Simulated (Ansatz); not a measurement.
# Ag$_{2}$O at several levels of theory

One geometry, relaxed with PBE, and single points on it; plane waves with PAW potentials in Ansatz, scalar-relativistic unless the row names spin-orbit coupling. No spin polarisation. Meshes are on the primitive cell of 6 atoms. Gaps are the least over mesh and band path; pressure is positive in compression. Smearing is Gaussian, 0.10 eV.

```cif
data_structure
_symmetry_space_group_name_H-M 'Pn-3m:1'
_symmetry_Int_Tables_number 224
_cell_length_a 4.8120
_cell_length_b 4.8120
_cell_length_c 4.8120
_cell_angle_alpha 90.000
_cell_angle_beta 90.000
_cell_angle_gamma 90.000
_cell_volume 111.42
loop_
_atom_site_label
_atom_site_type_symbol
_atom_site_symmetry_multiplicity
_atom_site_Wyckoff_symbol
_atom_site_fract_x
_atom_site_fract_y
_atom_site_fract_z
_atom_site_occupancy
Ag1 Ag 4 b 0.25000 0.25000 0.25000 1
O1 O 2 a 0.00000 0.00000 0.00000 1
```

```
level cutoff (eV) k mesh gap (eV) pressure (GPa) rough cost with bands (core-min)
  PBE          420   8×8×8         0             0.0                               1.3
```

Task: What do r2SCAN, PBE with spin-orbit coupling, LDA give on the same cell?

Result:
| level | cutoff (eV) | k mesh | gap (eV) | pressure (GPa) | rough cost with bands (core-min) |
| --- | --- | --- | --- | --- | --- |
| r2SCAN | 500 | 8×8×8 | 0.19 | -2.6 | 1.8 |
| PBE with spin-orbit coupling | 420 | 8×8×8 | 0 | -0.1 | 4 |
| LDA | 420 | 8×8×8 | 0 | -8.6 | 1.3 |